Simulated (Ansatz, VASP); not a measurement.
## CoSi: VASP beside Ansatz

```
CELL_PARAMETERS angstrom
4.43031 0.00000 0.00000
0.00000 4.43031 0.00000
0.00000 0.00000 4.43031
ATOMIC_POSITIONS crystal
Co 0.85497 0.64503 0.35497
Co 0.64503 0.35497 0.85497
Co 0.35497 0.85497 0.64503
Co 0.14503 0.14503 0.14503
Si 0.15682 0.34318 0.65682
Si 0.34318 0.65682 0.15682
Si 0.65682 0.15682 0.34318
Si 0.84318 0.84318 0.84318
```

Alike in both runs: functional PBE; k mesh 8 × 8 × 8; occupations gaussian, width 0.1 eV; no spin polarisation.

Ansatz relaxed the structure, and its values are those at the end. VASP's run is a single point on that final structure, the one shown.

|  | VASP | Ansatz |
| --- | --- | --- |
| version | VASP 6.6.1 | Ansatz 0.2.0 |
| potentials or method | VASP PAW PBE potentials, release 64 (Co, Si) | scalar-relativistic, plane waves, PAW |
| plane-wave cutoff (eV) | 520 | 420 |
| valence electrons in the cell | 52 | 84 |

```tsv
	VASP	Ansatz	Ansatz less VASP
gap on the k mesh at the Fermi level (eV)	none	none	-
pressure (GPa)	0.0	0.0	+0.08
```

A gap of «none» marks a metal or a gap that the smearing closes. The two sets of potentials don't hold the same shells in valence.

Spin polarisation is off, so any magnetic state and its effect on volume and gap are missing.
